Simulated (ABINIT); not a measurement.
I:

```
CELL_PARAMETERS angstrom
0.00000 2.36560 3.90984
2.19225 0.00000 3.90984
2.19225 2.36560 0.00000
ATOMIC_POSITIONS crystal
I 0.00000 0.00000 0.00000
```

| Property | Result |
| --- | --- |
| Program | ABINIT 10.8.3 (patched build) |
| Task | relaxation of cell and atoms |
| Functional | PBEsol |
| Potentials or basis | JTH PAW PBE v2.0 |
| Cutoff | 408 eV |
| k mesh | 7 × 7 × 7 |
| Occupations | fermi-dirac, width 0.05 eV |
| Spin | no spin polarisation |

At the start: pressure -1.2 GPa; volume 40.55 Å³/atom.

Where does the relaxation end?

Over 17 steps the energy falls by 8.6 meV/atom and the volume is 37.87 Å³/atom (-6.6 %); space group Fmmm (No. 69, to 0.05 Å).

The path:
```tsv
step	energy change (eV)	largest force (eV/Å)	pressure (GPa)	volume (Å³)
1	0.0000	0.0000	-1.24	40.55
2	-0.0015	0.0000	-1.12	40.40
3	-0.0068	0.0000	0.02	39.14
4	-0.0069	0.0000	-0.08	39.23
5	-0.0070	0.0000	-0.11	39.24
6	-0.0074	0.0000	-0.25	39.14
7	-0.0078	0.0000	-0.30	38.86
8	-0.0083	0.0000	-0.24	38.33
9	-0.0085	0.0000	-0.09	38.01
10	-0.0085	0.0000	-0.02	37.96
11	-0.0085	0.0000	-0.01	37.96
12	-0.0085	0.0000	0.00	37.97
13	-0.0085	0.0000	0.02	37.97
14	-0.0085	0.0000	0.02	37.94
15	-0.0086	0.0000	0.02	37.90
16	-0.0086	0.0000	0.01	37.87
17	-0.0086	0.0000	0.00	37.87
```

Final structure:
```yaml
crystal:
  lattice:
    - [0.00000, 2.31087, 3.75900]
    - [2.18009, 0.00000, 3.75900]
    - [2.18009, 2.31087, 0.00000]
  atoms:
    - { symbol: I, position: [0.00000, 0.00000, 0.00000] }
```

Caveat: the PAW data sets were made with another functional, which shifts forces and pressure a little; an odd number of electrons without spin polarisation forces a metal; a magnetic or distorted state may lie lower.
